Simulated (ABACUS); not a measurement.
## ZnSe (Stilleite) under changes of volume

One of the cells (22.757 Å³/atom); the others are scaled copies at fixed shape and fractional positions:

```
CELL_PARAMETERS angstrom
0.00000 2.83380 2.83380
2.83380 0.00000 2.83380
2.83380 2.83380 0.00000
ATOMIC_POSITIONS crystal
Se 0.75000 0.75000 0.75000
Zn 0.00000 0.00000 0.00000
```

* Program: ABACUS 3.10.1
* Functional: PBEsol
* Potentials or basis: PseudoDojo NC SR 0.4.1 PBEsol standard
* Cutoff: 1184 eV
* Density cutoff: 4735 eV
* Basis: plane waves
* k mesh: 8 × 8 × 8
* Occupations: fermi-dirac, width 0.05 eV
* Spin: no spin polarisation

| volume (Å³/atom) | energy over the lowest point (meV/atom) | pressure (GPa) | gap on the mesh (eV) |
| --- | --- | --- | --- |
| 21.391 | 8.74 | 3.1 | 1.42 |
| 21.846 | 2.24 | 1.5 | 1.33 |
| 22.301 | 0.00 | 0.1 | 1.25 |
| 22.757 | 1.57 | -1.2 | 1.17 |
| 23.212 | 6.54 | -2.3 | 1.09 |
| 23.667 | 14.54 | -3.3 | 1.02 |
| 24.122 | ? | ? | ? |

Question: What does the run at 24.122 Å³/atom give?

Answer: Energy over the lowest point 25.25 meV/atom; pressure -4.2 GPa; gap on the mesh 0.95 eV.

Worked out: A Birch-Murnaghan fit of order 3 (a polynomial in V^(-2/3)) to the other rows has its minimum at 22.33 Å³/atom with B0 = V·E''(V) = 65 GPa and B' = 4.6. It gives 25.25 meV/atom at 24.122 Å³/atom, against the run's 25.25, and -dE/dV = -4.2 GPa, against -4.2. A straight line through the other rows of the gap, of slope -3.96 eV per unit of ln V (its deformation potential), extrapolates to 0.94 eV, against the run's 0.95.

Energies are extrapolated to zero smearing.

Spin-orbit coupling on Se is left out.
